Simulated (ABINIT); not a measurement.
# Hf (Im-3m) in ABINIT: reference runs

How does Hf come out in PBEsol? The cell is run as given and disturbed.

Program: ABINIT 10.8.3 (patched build). These are calculated values, not measurements. Logs are shortened: lines on timing, memory, paths and dates and some standing lists are left out, and cuts for length are marked. The log counts tension as positive stress, the text compression.

## (1) The crystal as given

Symmetry: Im-3m, No. 229, cubic system. Conventional cell: a = 3.610 Å, b = 3.610 Å, c = 3.610 Å, α = 90.00°, β = 90.00°, γ = 90.00°. Hf (site symmetry m-3m) has 8 Hf at 3.13 Å as nearest neighbours.

This isn't the form of Hf at room conditions, which is hcp.

## (2) Single point, PBEsol

File run.abi:

```
# Pseudopotentials
pp_dirpath "./"
pseudos "Hf.upf"

# Structure
acell 3*1.0 Angstrom
rprim
    -1.8050000000     1.8050000000     1.8050000000
     1.8050000000    -1.8050000000     1.8050000000
     1.8050000000     1.8050000000    -1.8050000000
ntypat 1
znucl 72
natom 1
typat 1
xred
     0.0000000000     0.0000000000     0.0000000000

# Plane-wave basis
ecut 29.0

# k points
kptopt 1
ngkpt 10 10 10
nshiftk 1
shiftk 0.0 0.0 0.0

# Exchange and correlation
ixc -116133

# Bands and occupations
nband 10
occopt 3
tsmear 0.05 eV

# SCF cycle
nstep 100
tolvrs 1.0e-10

# Output
iomode 3
prtwf 0
prteig 0
prtebands 0
prtden 1
prtvha 1
prtvclmb 1
prtpot 1
prtelf 1
```

Potentials or basis: PseudoDojo NC SR PBEsol v0.4.1 standard.

Launch:

```sh
abinit run.abi > log 2>&1
```

run.abo:

```text
.Version 10.8.3 of ABINIT
 Symmetries : space group Im -3 m (#229); Bravais cI (body-center cubic)
================================================================================
 Values of the parameters that define the memory need of the present run
     intxc =       0    ionmov =       0      iscf =       7    lmnmax =       8
     lnmax =       8     mgfft =      30  mpssoang =       4    mqgrid =    3001
     natom =       1  nloc_mem =       1    nspden =       1   nspinor =       1
    nsppol =       1      nsym =      48    n1xccc =    2501    ntypat =       1
    occopt =       3   xclevel =       2
       mpw =        1204          nfft =       27000          nkpt =          47
================================================================================
================================================================================

--------------------------------------------------------------------------------
------------- Echo of variables that govern the present computation ------------
--------------------------------------------------------------------------------
 -outvars: echo values of preprocessed input variables --------
            acell      1.8897261259E+00  1.8897261259E+00  1.8897261259E+00 Bohr
              amu      1.78490000E+02
             ecut      2.90000000E+01 Hartree
              ixc     -116133
         kptrlatt       10    0    0      0   10    0      0    0   10
          kptrlen      5.90794850E+01
            natom           1
            nband          10
            ngfft          30      30      30
             nkpt          47
            nstep         100
             nsym          48
           ntypat           1
           occopt           3
        prtebands           0
           prteig           0
           prtelf           1
           prtpot           1
         prtvclmb           1
           prtvha           1
            prtwf           0
            rprim     -1.8050000000E+00  1.8050000000E+00  1.8050000000E+00
                       1.8050000000E+00 -1.8050000000E+00  1.8050000000E+00
                       1.8050000000E+00  1.8050000000E+00 -1.8050000000E+00
          spgroup         229
           tolvrs      1.00000000E-10
           tsmear      1.83746611E-03 Hartree
            typat      1
            znucl       72.00000

================================================================================

 chkinp: Checking input parameters for consistency.

================================================================================
== DATASET  1 ==================================================================

--- !DatasetInfo
iteration_state: {dtset: 1, }
dimensions: {natom: 1, nkpt: 47, mband: 10, nsppol: 1, nspinor: 1, nspden: 1, mpw: 1204, }
cutoff_energies: {ecut:  29.0, pawecutdg:  -1.0, }
electrons: {nelect:   1.20000000E+01, charge:   0.00000000E+00, occopt:   3.00000000E+00, tsmear:   1.83746611E-03, }
meta: {optdriver: 0, ionmov: 0, optcell: 0, iscf: 7, paral_kgb: 0, }
...

 Real(R)+Recip(G) space primitive vectors, cartesian coordinates (Bohr,Bohr^-1):
 R(1)= -3.4109557  3.4109557  3.4109557  G(1)=  0.0000000  0.1465865  0.1465865
 R(2)=  3.4109557 -3.4109557  3.4109557  G(2)=  0.1465865  0.0000000  0.1465865
 R(3)=  3.4109557  3.4109557 -3.4109557  G(3)=  0.1465865  0.1465865  0.0000000
 Unit cell volume ucvol=  1.5874067E+02 bohr^3
 Angles (23,13,12)=  1.09471221E+02  1.09471221E+02  1.09471221E+02 degrees

 getcut: wavevector=  0.0000  0.0000  0.0000  ngfft=  30  30  30
         ecut(hartree)=     29.000   => boxcut(ratio)=   2.09469

--- Pseudopotential description ------------------------------------------------
- pspini: atom type   1  psp file is ./Hf.upf
12 -116133 3 -1 1656                          pspcod,pspxc,lmax,lloc,mmax
     nproj     2     2     2     2

   2.63889691E+02                                ecore*ucvol(ha*bohr**3)
--------------------------------------------------------------------------------

================================================================================

--- !BeginCycle
iteration_state: {dtset: 1, }
solver: {iscf: 7, nstep: 100, nline: 4, wfoptalg: 0, }
tolerances: {tolvrs: 1.00E-10, }
...

     iter   Etot(hartree)      deltaE(h)  residm     vres2
 ETOT  1  -56.357788688925    -5.636E+01 1.060E-01 1.343E+01
 ETOT  2  -56.373119398529    -1.533E-02 4.850E-02 4.825E-01
 ETOT  3  -56.373230648196    -1.112E-04 2.544E-03 3.919E-04
 ETOT  4  -56.373230745322    -9.713E-08 4.728E-04 8.455E-06
 ETOT  5  -56.373230746922    -1.600E-09 4.973E-04 5.697E-08
 ETOT  6  -56.373230746931    -9.614E-12 2.065E-04 5.576E-10
 ETOT  7  -56.373230746933    -1.542E-12 2.020E-04 1.228E-12

 At SCF step    7       vres2   =  1.23E-12 < tolvrs=  1.00E-10 =>converged.

 Compute ELF
--------------------------------------------------------------------------------

 Compute kinetic energy density

 Compute gradient of the electron density
 Electron Localization Function (ELF) [min:0;max:1]
)     Maximum=    8.5441E-01  at reduced coord.    0.8000    0.9667    0.9667
)     Minimum=    1.7154E-03  at reduced coord.    0.0000    0.0000    0.0000
   Integrated=    5.9022E+01

--------------------------------------------------------------------------------
 End of ELF section

 Cartesian components of stress tensor (hartree/bohr^3)
  sigma(1 1)=  2.95945520E-04  sigma(3 2)=  0.00000000E+00
  sigma(2 2)=  2.95945520E-04  sigma(3 1)=  0.00000000E+00
  sigma(3 3)=  2.95945520E-04  sigma(2 1)=  0.00000000E+00

--- !ResultsGS
iteration_state: {dtset: 1, }
comment   : Summary of ground state results
lattice_vectors:
- [ -3.4109557,   3.4109557,   3.4109557, ]
- [  3.4109557,  -3.4109557,   3.4109557, ]
- [  3.4109557,   3.4109557,  -3.4109557, ]
lattice_lengths: [   5.90795,    5.90795,    5.90795, ]
lattice_angles: [109.471, 109.471, 109.471, ] # degrees, (23, 13, 12)
lattice_volume:   1.5874067E+02
convergence: {deltae: -1.542E-12, res2:  1.228E-12, residm:  2.020E-04, diffor: null, }
etotal    :  -5.63732307E+01
entropy   :   0.00000000E+00
fermie    :   3.51054903E-01
cartesian_stress_tensor: # hartree/bohr^3
- [  2.95945520E-04,   0.00000000E+00,   0.00000000E+00, ]
- [  0.00000000E+00,   2.95945520E-04,   0.00000000E+00, ]
- [  0.00000000E+00,   0.00000000E+00,   2.95945520E-04, ]
pressure_GPa:  -8.7070E+00
xred      :
- [  0.0000E+00,   0.0000E+00,   0.0000E+00, Hf]
cartesian_forces: # hartree/bohr
- [ -0.00000000E+00,  -0.00000000E+00,  -0.00000000E+00, ]
force_length_stats: {min:   0.00000000E+00, max:   0.00000000E+00, mean:   0.00000000E+00, }
...

 Integrated electronic density in atomic spheres:
 ------------------------------------------------
 Atom  Sphere_radius  Integrated_density
    1        2.00000          8.41846521
================================================================================

 ----iterations are completed or convergence reached----

 Mean square residual over all n,k,spin=   43.952E-08; max=  20.198E-05
 reduced coordinates (array xred) for    1 atoms
       0.000000000000      0.000000000000      0.000000000000
 rms dE/dt=  0.0000E+00; max dE/dt=  0.0000E+00; dE/dt below (all hartree)
    1       0.000000000000      0.000000000000      0.000000000000

 cartesian coordinates (angstrom) at end:
    1      0.00000000000000     0.00000000000000     0.00000000000000

 cartesian forces (hartree/bohr) at end:
    1     -0.00000000000000    -0.00000000000000    -0.00000000000000
 frms,max,avg= 0.0000000E+00 0.0000000E+00   0.000E+00  0.000E+00  0.000E+00 h/b

 cartesian forces (eV/Angstrom) at end:
    1     -0.00000000000000    -0.00000000000000    -0.00000000000000
 frms,max,avg= 0.0000000E+00 0.0000000E+00   0.000E+00  0.000E+00  0.000E+00 e/A
 length scales=  1.889726125908  1.889726125908  1.889726125908 bohr
              =  1.000000000000  1.000000000000  1.000000000000 angstroms
 Fermi (or HOMO) energy (hartree) =   0.35105   Average Vxc (hartree)=  -0.42643
 Eigenvalues (hartree) for nkpt=  47  k points:
 kpt#   1, nband= 10, wtk=  0.00100, kpt=  0.0000  0.0000  0.0000 (reduced coord)
  -1.91601   -0.75017   -0.75017   -0.75017    0.09814    0.40489    0.40489    0.40489
   0.50241    0.50241
      occupation numbers for kpt#   1
   2.00000    2.00000    2.00000    2.00000    2.00000    0.00000    0.00000    0.00000
   0.00000    0.00000
 prteigrs : prtvol=0 or 1, do not print more k-points.

--- !EnergyTerms
iteration_state     : {dtset: 1, }
comment             : Components of total free energy in Hartree
kinetic             :  1.44140491381718E+01
hartree             :  7.32768362519561E+00
xc                  : -1.41172037151379E+01
Ewald energy        : -3.84092956187632E+01
psp_core            :  1.66239495696325E+00
local_psp           : -2.98615010674431E+01
non_local_psp       :  2.61120111873272E+00
internal            : -5.63726715622808E+01
'-kT*entropy'       : -5.59184651892030E-04
total_energy        : -5.63732307469327E+01
total_energy_eV     : -1.53399375578860E+03
band_energy         : -7.24980203249433E+00
...

 Cartesian components of stress tensor (hartree/bohr^3)
  sigma(1 1)=  2.95945520E-04  sigma(3 2)=  0.00000000E+00
  sigma(2 2)=  2.95945520E-04  sigma(3 1)=  0.00000000E+00
  sigma(3 3)=  2.95945520E-04  sigma(2 1)=  0.00000000E+00

-Cartesian components of stress tensor (GPa)         [Pressure= -8.7070E+00 GPa]
- sigma(1 1)=  8.70701782E+00  sigma(3 2)=  0.00000000E+00
- sigma(2 2)=  8.70701782E+00  sigma(3 1)=  0.00000000E+00
- sigma(3 3)=  8.70701782E+00  sigma(2 1)=  0.00000000E+00

== END DATASET(S) ==============================================================
================================================================================

 -outvars: echo values of variables after computation  --------
            acell      1.8897261259E+00  1.8897261259E+00  1.8897261259E+00 Bohr
           etotal     -5.6373230747E+01
            fcart     -0.0000000000E+00 -0.0000000000E+00 -0.0000000000E+00
            rprim     -1.8050000000E+00  1.8050000000E+00  1.8050000000E+00
                       1.8050000000E+00 -1.8050000000E+00  1.8050000000E+00
                       1.8050000000E+00  1.8050000000E+00 -1.8050000000E+00
           strten      2.9594552049E-04  2.9594552049E-04  2.9594552049E-04
                       0.0000000000E+00  0.0000000000E+00  0.0000000000E+00
 Calculation completed.
```

Run time: 11 s. Hardware: 1 thread of Arm Neoverse V2, shared host; peak memory 0.07 GiB.

Results:

- Free energy: -1533.9938 eV
- Pressure: -8.7 GPa
- Band gap on the k mesh: none (metal or under the smearing width)
- Valence electrons inside the program's atomic spheres: Hf 8.42 (radii [1.0584] Å)

## (3) Single point, PBEsol (cell strained at random at fixed volume)

File run.abi:

```
# Pseudopotentials
pp_dirpath "./"
pseudos "Hf.upf"

# Structure
acell 5.85378738 5.8665303797 5.8945681049
rprim
    -0.5602189075     0.5772348081     0.5940999512
     0.5696381032    -0.5672734211     0.5947380072
     0.5712225509     0.5794546023    -0.5813236287
ntypat 1
znucl 72
natom 1
typat 1
xred
    -0.0165250000    -0.0068030000    -0.0104090000
chkprim 0
chksymtnons 0
tolsym 1.0e-6

# Plane-wave basis
ecut 29.0

# k points
kptopt 1
ngkpt 10 10 10
nshiftk 1
shiftk 0.0 0.0 0.0

# Exchange and correlation
ixc -116133

# Bands and occupations
nband 10
occopt 3
tsmear 0.05 eV

# SCF cycle
nstep 100
tolvrs 1.0e-10

# Output
iomode 3
prtwf 0
prteig 0
prtebands 0
enunit 2
prtden 1
prtvha 1
prtvclmb 1
prtpot 1
prtelf 1
```

Potentials or basis: PseudoDojo NC SR PBEsol v0.4.1 standard.

Launch:

```sh
abinit run.abi > log 2>&1
```

run.abo:

```text
.Version 10.8.3 of ABINIT
 Symmetries : space group P-1 (#  2); Bravais aP (primitive triclinic)
================================================================================
 Values of the parameters that define the memory need of the present run
     intxc =       0    ionmov =       0      iscf =       7    lmnmax =       8
     lnmax =       8     mgfft =      30  mpssoang =       4    mqgrid =    3001
     natom =       1  nloc_mem =       1    nspden =       1   nspinor =       1
    nsppol =       1      nsym =       2    n1xccc =    2501    ntypat =       1
    occopt =       3   xclevel =       2
       mpw =        1200          nfft =       27000          nkpt =         504
================================================================================
================================================================================

--------------------------------------------------------------------------------
------------- Echo of variables that govern the present computation ------------
[... 204 lines left out ...]

-Cartesian components of stress tensor (GPa)         [Pressure= -8.6352E+00 GPa]
- sigma(1 1)=  9.44164385E+00  sigma(3 2)=  7.34970464E-01
- sigma(2 2)=  8.77008669E+00  sigma(3 1)=  9.00292964E-01
- sigma(3 3)=  7.69375438E+00  sigma(2 1)=  1.12405331E+00

== END DATASET(S) ==============================================================
================================================================================

 -outvars: echo values of variables after computation  --------
            acell      5.8537873800E+00  5.8665303797E+00  5.8945681049E+00 Bohr
           etotal     -5.6373175605E+01
            fcart     -0.0000000000E+00 -0.0000000000E+00 -0.0000000000E+00
            rprim     -5.6021890750E-01  5.7723480810E-01  5.9409995120E-01
                       5.6963810320E-01 -5.6727342110E-01  5.9473800720E-01
                       5.7122255090E-01  5.7945460230E-01 -5.8132362870E-01
           strten      3.2091495161E-04  2.9808918784E-04  2.6150539622E-04
                       2.4981138321E-05  3.0600335888E-05  3.8205795360E-05
           xangst     -1.8999506681E-03 -3.6381775946E-02 -2.4097432254E-02
             xred     -1.6525000000E-02 -6.8030000000E-03 -1.0409000000E-02
 Calculation completed.
```

Wall time 1.8 min (1 thread of Arm Neoverse V2, shared host); peak memory 0.15 GiB.

Results:

```yaml
Free_energy: -1533.9923 eV
Pressure: -8.6 GPa
Band_gap_on_the_k_mesh: none (metal or under the smearing width)
Valence_electrons_inside_the_program's_atomic_spheres: Hf 8.40 (radii [1.0584] Å)
```

Levels at points of the mesh, in eV from the Fermi level:
```
           k point  band 4  band 5  band 6  band 7  band 8  band 9
(0.00, 0.00, 0.00)  -29.96   -6.89    1.16    1.44    1.78    3.89
(0.50, 0.00, 0.00)  -29.96   -3.30   -0.28    0.72    3.73    4.87
(0.00, 0.50, 0.00)  -29.96   -3.28   -0.42    0.77    3.89    5.03
(0.50, 0.50, 0.00)  -29.99   -3.16   -0.61    1.18    4.05    4.87
(0.00, 0.00, 0.50)  -29.98   -3.26   -0.70    0.86    4.33    5.18
(0.50, 0.00, 0.50)  -29.98   -3.21   -0.36    0.99    3.70    4.81
(0.00, 0.50, 0.50)  -29.97   -3.24   -0.23    0.89    3.59    4.69
(0.50, 0.50, 0.50)  -30.41   -2.41   -2.32    6.06    6.35    6.50
```

The run has no spin-orbit coupling, so splittings on Hf are missing.
